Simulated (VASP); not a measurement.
# Cu16H in VASP: notebook, part 2 of 2

VASP 6.6.1. Earlier steps stand in the parts before.

### 4 Single point, rev-vdW-DF2

Contents of INCAR:

```
AGGAC = 0.0
ALGO = Fast
EDIFF = 1E-6
ENCUT = 400
GGA = MK
ISIF = 2
ISMEAR = 1
ISYM = 0
KPAR = 4
LASPH = True
LCHARG = False
LREAL = Auto
LUSE_VDW = True
LWAVE = False
NBANDS = 102
NELM = 60
PARAM1 = 0.1234
PARAM2 = 0.711357
PREC = Accurate
SIGMA = 0.1
ZAB_VDW = -1.8867
```

Contents of KPOINTS:

```
k-points
0
Gamma
  6 6 1
```

Contents of POSCAR:

```
Cu16H
1.0
    5.1053109602      0.0000000000      0.0000000000
    0.0000000000      5.1053109602      0.0000000000
    0.0000000000      0.0000000000     21.9150000000
Cu H
16 1
Direct
    0.2500000000      0.2500000000      0.1141000000
    0.7500000000      0.2500000000      0.1141000000
    0.2500000000      0.7500000000      0.1141000000
    0.7500000000      0.7500000000      0.1141000000
    0.0000000000      0.0000000000      0.1964000000
    0.5000000000      0.0000000000      0.1964000000
    0.0000000000      0.5000000000      0.1964000000
    0.5000000000      0.5000000000      0.1964000000
    0.2502000000      0.2503000000      0.2801000000
    0.7503000000      0.2503000000      0.2769000000
    0.2503000000      0.7503000000      0.2769000000
    0.7502000000      0.7502000000      0.2755000000
    0.9988000000      0.9988000000      0.3582000000
    0.5023000000      0.9986000000      0.3582000000
    0.9985000000      0.5023000000      0.3582000000
    0.5020000000      0.5021000000      0.3581000000
    0.7515000000      0.7516000000      0.3828000000
```

Potentials or basis: VASP PAW PBE potentials, release 64 (Cu, H).

Launch:

```sh
> cat potpaw_PBE.64/Cu/POTCAR potpaw_PBE.64/H/POTCAR > POTCAR
> mpirun -np 4 vasp_std > vasp.out
```

OUTCAR:

```text
EDIFF = 1E-6
   ENCUT = 400
   GGA = MK
   ISIF = 2
   ISMEAR = 1
   ISYM = 0
   LASPH = True
   LREAL = Auto
   NELM = 60
   PREC = Accurate

 ion  position               nearest neighbor table
   1  0.250  0.250  0.114-   5 2.55   6 2.55   7 2.55   8 2.55   2 2.55   3 2.55   3 2.55   2 2.55

   2  0.750  0.250  0.114-   5 2.55   6 2.55   7 2.55   8 2.55   1 2.55   4 2.55   4 2.55   1 2.55

   3  0.250  0.750  0.114-   5 2.55   6 2.55   7 2.55   8 2.55   1 2.55   4 2.55   1 2.55   4 2.55
[... 23 lines left out ...]
  15  0.998  0.502  0.358-   9 2.50  13 2.53  16 2.53  11 2.54  10 2.54  12 2.55  13 2.57  16 2.57

  16  0.502  0.502  0.358-   9 2.50  11 2.53  15 2.53  14 2.53  10 2.53  12 2.55  15 2.57  14 2.57

  17  0.752  0.752  0.383-

IMPORTANT INFORMATION: All symmetrisations will be switched off!
NOSYMM: (Re-)initialisation of all symmetry stuff for point group C_1.

----------------------------------------------------------------------------------------

                                     Primitive cell

  volume of cell :     571.1969

  direct lattice vectors                    reciprocal lattice vectors
     5.105310960  0.000000000  0.000000000     0.195874455  0.000000000  0.000000000
     0.000000000  5.105310960  0.000000000     0.000000000  0.195874455  0.000000000
     0.000000000  0.000000000 21.915000000     0.000000000  0.000000000  0.045630846

  length of vectors
     5.105310960  5.105310960 21.915000000     0.195874455  0.195874455  0.045630846

  position of ions in fractional coordinates (direct lattice)
     0.250000000  0.250000000  0.114100000
     0.750000000  0.250000000  0.114100000
     0.250000000  0.750000000  0.114100000
     0.750000000  0.750000000  0.114100000
     0.000000000  0.000000000  0.196400000
     0.500000000  0.000000000  0.196400000
[... 9 lines left out ...]
     0.502000000  0.502100000  0.358100000
     0.751500000  0.751600000  0.382800000

  ion indices of the primitive-cell ions
   primitive index   ion index
                 1           1
                 2           2
                 3           3
                 4           4
                 5           5
                 6           6
[... 9 lines left out ...]
                16          16
                17          17

----------------------------------------------------------------------------------------

 KPOINTS: k-points

Automatic generation of k-mesh.
 Grid dimensions read from file:
 generate k-points for:    6    6    1

 Generating k-lattice:

  Cartesian coordinates                     Fractional coordinates (reciprocal lattice)
     0.032645742  0.000000000  0.000000000     0.166666667  0.000000000  0.000000000
     0.000000000  0.032645742  0.000000000     0.000000000  0.166666667  0.000000000
     0.000000000  0.000000000  0.045630846     0.000000000  0.000000000  1.000000000

  Length of vectors
     0.032645742  0.032645742  0.045630846

  Shift w.r.t. Gamma in fractional coordinates (k-lattice)
     0.000000000  0.000000000  0.000000000

 Subroutine IBZKPT returns following result:
 ===========================================

 Found     20 irreducible k-points:

 Following reciprocal coordinates:
            Coordinates               Weight
  0.000000  0.000000  0.000000      1.000000
  0.166667  0.000000  0.000000      2.000000
  0.000000  0.166667  0.000000      2.000000
  0.333333  0.000000  0.000000      2.000000
  0.000000  0.333333  0.000000      2.000000
  0.500000  0.000000  0.000000      1.000000
[... 12 lines left out ...]
 -0.333333  0.500000  0.000000      2.000000
  0.500000  0.500000  0.000000      1.000000
   k-points           NKPTS =     20   k-points in BZ     NKDIM =     20   number of bands    NBANDS=    102
   number of dos      NEDOS =    301   number of ions     NIONS =     17
   total plane-waves  NPLWV = 186624
   dimension x,y,z NGX =    36 NGY =   36 NGZ =  144
   dimension x,y,z NGXF=    72 NGYF=   72 NGZF=  288
   ions per type =              16   1
   NGX,Y,Z   is equivalent  to a cutoff of  11.72, 11.72, 10.92 a.u.
   NGXF,Y,Z  is equivalent  to a cutoff of  23.45, 23.45, 21.85 a.u.
 SYSTEM =  unknown system
   PREC   = accura    normal or accurate (medium, high low for compatibility)
   ISTART =      0    job   : 0-new  1-cont  2-samecut
   ICHARG =      2    charge: 1-file 2-atom 10-const
   ISPIN  =      1    spin polarized calculation?
   LNONCOLLINEAR =      F non collinear calculations
   LSORBIT =      F    spin-orbit coupling
   LASPH  =      T    aspherical Exc in radial PAW
   ENCUT  =  400.0 eV  29.40 Ry    5.42 a.u.   8.33  8.33 35.74*2*pi/ulx,y,z
   NELM   =     60;   NELMIN=  2; NELMDL= -5     # of ELM steps
   EDIFF  = 0.1E-05   stopping-criterion for ELM
   LREAL  =      T    real-space projection
   EDIFFG = 0.1E-04   stopping-criterion for IOM
   NSW    =      0    number of steps for IOM
   IBRION =     -1    ionic relax: 0-MD 1-quasi-New 2-CG
   NFREE  =      0    steps in history (QN), initial steepest desc. (CG)
   ISIF   =      2    stress and relaxation
   ISYM   =      0    0-nonsym 1-usesym 2-fastsym
   POTIM  = 0.5000    time-step for ionic-motion
   TEBEG  =    0.0;   TEEND  =   0.0 temperature during run
   PSTRESS=    0.0 pullay stress
   NELECT =     177.0000    total number of electrons
   NUPDOWN=      -1.0000    fix difference up-down
   EMIN   =  10.00;   EMAX   =-10.00  energy-range for DOS
   EFERMI =   0.00;   METHOD = LEGACY
   ISMEAR =     1;   SIGMA  =   0.10  broadening in eV -4-tet -1-fermi 0-gaus
   EFERMI_NEDOS =   21; number of points for ismear=-14 and -15
   IALGO  =     68    algorithm
   IMIX   =      4    mixing-type and parameters
     AMIX     =   0.40;   BMIX     =  1.00
     AMIX_MAG =   1.60;   BMIX_MAG =  1.00
  volume/ion in A,a.u.               =      33.60       226.74
  Fermi-wavevector in a.u.,A,eV,Ry     =   1.107824  2.093483 16.698066  1.227273
  Thomas-Fermi vector in A             =   2.244343
   LORBIT       =      0    0 simple, 1 ext, 2 COOP (PROOUT), +10 PAW based schemes
   GGA     = MK    functional components
   LHFCALC =     F    Hartree Fock is set to
   AEXX    =    0.0000 exact exchange contribution
   IVDW_NL    =     1    kernel type
   BPARAM     = 6.3000
   IVDW    =     0    specifies the selected vdW correction
   LEPSILON=     F    determine dielectric tensor
   LRPA    =     F    only Hartree local field effects (RPA)
 non-spin polarized calculation
 RMM-DIIS sequential band-by-band and
 Methfessel and Paxton  Order N= 1 SIGMA  =   0.10
  energy-cutoff  :      400.00
  volume of cell :      571.20
 maximum number of plane-waves:     10427
 NGX is ok and might be reduce to    36
   NGX = 17   NGY = 17   NGZ = 71

 number of electron     177.0000292 magnetization

 Free energy of the ion-electron system (eV)
  ---------------------------------------------------
  ext. energy  EPLUGINS =         0.00000000
  ---------------------------------------------------
  free energy    TOTEN  =       -17.28112433 eV

  energy without entropy =      -17.28311780  energy(sigma->0) =      -17.28178882

 E-fermi :  -0.6687     XC(G=0):  -5.5865

 val. band max:       -0.6734698011   @ k =   0.3333   0.0000   0.0000
 cond. band min:      -0.6557091354   @ k =   0.0000   0.0000   0.0000
 fundamental gap:      0.0177606657
 Fermi energy:        -0.6686832322

 k-point     1 :       0.0000    0.0000    0.0000
  band No.  band energies     occupation
      1      -9.6462      2.00000
      2      -8.3407      2.00000
      3      -6.7243      2.00000
      4      -5.6996      2.00000
      5      -5.6711      2.00000
      6      -5.6200      2.00000
[... 2049 lines left out ...]
     99       4.3194      0.00000
    100       4.3495      0.00000
 [bands above 100 left out]

------------------------ aborting loop because EDIFF is reached ----------------------------------------

  FORCE on cell =-STRESS in cart. coord.  units (eV):
  Direction    XX          YY          ZZ          XY          YZ          ZX
  --------------------------------------------------------------------------------------
  -------------------------------------------------------------------------------------
  Total       -6.5369602     -6.5370122     -0.9031939     -0.0006891     -0.0348281     -0.0315520
  in kB      -18.3358290    -18.3359748     -2.5334112     -0.0019328     -0.0976909     -0.0885017
  external PRESSURE =     -13.0684050 kB  Pullay stress =       0.0000000 kB

 VOLUME and BASIS-vectors are now :
 -----------------------------------------------------------------------------
  energy-cutoff  :      400.00
  volume of cell :      571.20
      direct lattice vectors                 reciprocal lattice vectors
     5.105310960  0.000000000  0.000000000     0.195874455  0.000000000  0.000000000
     0.000000000  5.105310960  0.000000000     0.000000000  0.195874455  0.000000000
     0.000000000  0.000000000 21.915000000     0.000000000  0.000000000  0.045630846

 POSITION                                       TOTAL-FORCE (eV/Angst)
 -----------------------------------------------------------------------------------
      1.27633      1.27633      2.50050         0.000773      0.000816      0.173063
      3.82898      1.27633      2.50050        -0.000617      0.000614      0.152246
      1.27633      3.82898      2.50050         0.000547     -0.000619      0.152248
      3.82898      3.82898      2.50050        -0.000397     -0.000442      0.200022
      0.00000      0.00000      4.30411         0.079852      0.079940     -0.277324
      2.55266      0.00000      4.30411        -0.074229      0.082575     -0.277484
[... 9 lines left out ...]
      2.56287      2.56338      7.84776        -0.011379     -0.012310      0.060219
      3.83664      3.83715      8.38906        -0.005411     -0.005717      0.048081
 -----------------------------------------------------------------------------------
    total drift:                               -0.002345     -0.002618      0.028108

  FREE ENERGIE OF THE ION-ELECTRON SYSTEM (eV)
  ---------------------------------------------------
  free  energy   TOTEN  =       -17.2811243257 eV

  energy  without entropy=      -17.2831177971  energy(sigma->0) =      -17.28178882

Total vdW correction in eV:     32.7648610
```

It took 20 min on 4 MPI ranks of Intel Xeon Platinum 8259CL at 2.50GHz (Skylake/Cascade Lake), shared host; peak memory 1.6 GiB.

What came out:

```yaml
Free_energy: -17.2811 eV
Largest_force: 0.299 eV/Å
Band_gap_on_the_k_mesh: none (metal or under the smearing width)
```

Forces on the atoms (eV/Å):
```
Cu   0.001  0.001  0.173
Cu  -0.001  0.001  0.152
Cu   0.001 -0.001  0.152
Cu   0.000  0.000  0.200
Cu   0.080  0.080 -0.277
Cu  -0.074  0.083 -0.277
Cu   0.082 -0.074 -0.278
Cu  -0.077 -0.077 -0.278
Cu   0.001 -0.003  0.061
Cu  -0.002 -0.003  0.052
Cu  -0.003  0.000  0.052
Cu   0.001  0.001  0.009
Cu   0.011  0.011  0.051
Cu  -0.015  0.013  0.050
Cu   0.013 -0.014  0.050
Cu  -0.011 -0.012  0.060
H   -0.005 -0.006  0.048
```

Levels at points of the mesh, in eV from the Fermi level:
```tsv
k point	band 86	band 87	band 88	band 89	band 90	band 91	band 92	band 93
(0.00, 0.00, 0.00)	-0.41	-0.41	-0.32	-0.26	-0.05	0.01	0.01	1.09
(0.50, 0.00, 0.00)	-1.05	0.29	0.64	0.69	0.71	0.89	1.27	1.56
(0.00, 0.50, 0.00)	-1.05	0.29	0.64	0.69	0.71	0.89	1.27	1.56
(0.50, 0.50, 0.00)	-1.21	-1.21	-1.16	-0.19	0.28	0.28	0.34	2.16
```

Caveat: the PAW data sets were made with another functional, which shifts forces and pressure a little.

### 5 Summary

| level | gap on the mesh (eV) | largest force (eV/Å) |
| --- | --- | --- |
| PBE+D3(BJ) | none | 0.27 |
| optB86b-vdW | none | 0.30 |
| rev-vdW-DF2 | none | 0.30 |

Alike in all rows: task single point; potentials or basis VASP PAW PBE potentials, release 64 (Cu, H); no spin polarisation; cell as given; k mesh 6 × 6 × 1; cutoff (eV) 400; smearing methfessel-paxton 0.1 eV.

Every run on the cell as given and a fine mesh finds a metal.

Caveats: the PAW data sets were made with another functional, which shifts forces and pressure a little (some runs).

Total energies depend on the potentials used, so only differences within one code and one set of settings carry meaning.
